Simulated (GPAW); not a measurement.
Crystal: CdS (Hawleyite).

```xyz
2
Lattice="0.0000 2.9165 2.9165 2.9165 0.0000 2.9165 2.9165 2.9165 0.0000" Properties=species:S:1:pos:R:3 pbc="T T T"
Cd    0.0000    0.0000    0.0000
S     4.3748    4.3748    4.3748
```

* Program: GPAW 26.7.0
* Task: relaxation of cell and atoms
* Functional: PBE
* Potentials or basis: GPAW PAW data sets (gpaw-data 1.2.1)
* Cutoff: 600 eV
* Basis: pw
* k mesh: 8 × 8 × 8
* Occupations: fermi-dirac, width 0.05 eV
* Spin: no spin polarisation

At the start: pressure 2.6 GPa; volume 24.81 Å³/atom.

Q: How do energy, volume and symmetry change on relaxing?

A: Over 4 steps the energy falls by 8.9 meV/atom and the volume is 25.91 Å³/atom (+4.4 %); space group F-43m (No. 216, to 0.05 Å).

Step by step:
```tsv
step	energy change (eV)	largest force (eV/Å)	pressure (GPa)	volume (Å³)
1	0.0000	0.0000	2.60	49.62
2	-0.0063	0.0000	2.04	50.04
3	-0.0177	0.0000	0.10	51.72
4	-0.0177	0.0000	0.00	51.81
```

Final structure:
```yaml
crystal:
  lattice:
    - [0.00000, 2.95891, 2.95891]
    - [2.95891, 0.00000, 2.95891]
    - [2.95891, 2.95891, 0.00000]
  atoms:
    - { symbol: Cd, position: [0.00000, 0.00000, 0.00000] }
    - { symbol: S, position: [0.75000, 0.75000, 0.75000] }
```

Caveat: later steps reuse the first step's grids.
